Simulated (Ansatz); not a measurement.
Crystal: Ga.

```
CELL_PARAMETERS angstrom
1.45000 -4.06500 0.00000
1.45000 4.06500 0.00000
0.00000 0.00000 3.17000
ATOMIC_POSITIONS crystal
Ga 0.13300 0.86700 0.75000
Ga 0.86700 0.13300 0.25000
```

This isn't the form of Ga at room conditions, which is orthorhombic.

* Program: Ansatz 0.2.0
* Task: single point
* Functional: PBEsol
* Potentials or basis: Ansatz PAW
* Cutoff: 420 eV (not typed: the program's choice for these potentials)
* k mesh: 10 × 10 × 8
* Occupations: fermi-dirac, width 0.05 eV
* Spin: no spin polarisation

On this cell: pressure -2.1 GPa; largest force 0.211 eV/Å; band gap on the k mesh none (metal or under the smearing width).

The same run follows on a disturbed copy (atoms moved at random, drawn with an rms of 0.05 Å):

```xyz
2
Lattice="1.4500 -4.0650 0.0000 1.4500 4.0650 0.0000 0.0000 0.0000 3.1700" Properties=species:S:1:pos:R:3 pbc="T T T"
Ga    1.4881    3.0120    2.3844
Ga    1.4634   -2.9140    0.8305
```

**Question.** What changes?

**Answer.** The energy (extrapolated to zero smearing) moves by -1.9 meV/atom; pressure -2.1 GPa; largest force 0.058 eV/Å; band gap on the k mesh none (metal or under the smearing width).

Forces on the atoms (eV/Å):
```
Ga  -0.009 -0.026  0.051
Ga   0.009  0.026 -0.051
```

Stress tensor (GPa, compression positive):
```
-3.22 -0.05 -0.01
-0.05 -2.06  0.00
-0.01  0.00 -1.03
```

Caveats: the PAW data sets come from PBE, with cores solved anew for the run's functional, which leaves a small shift of forces and pressure.
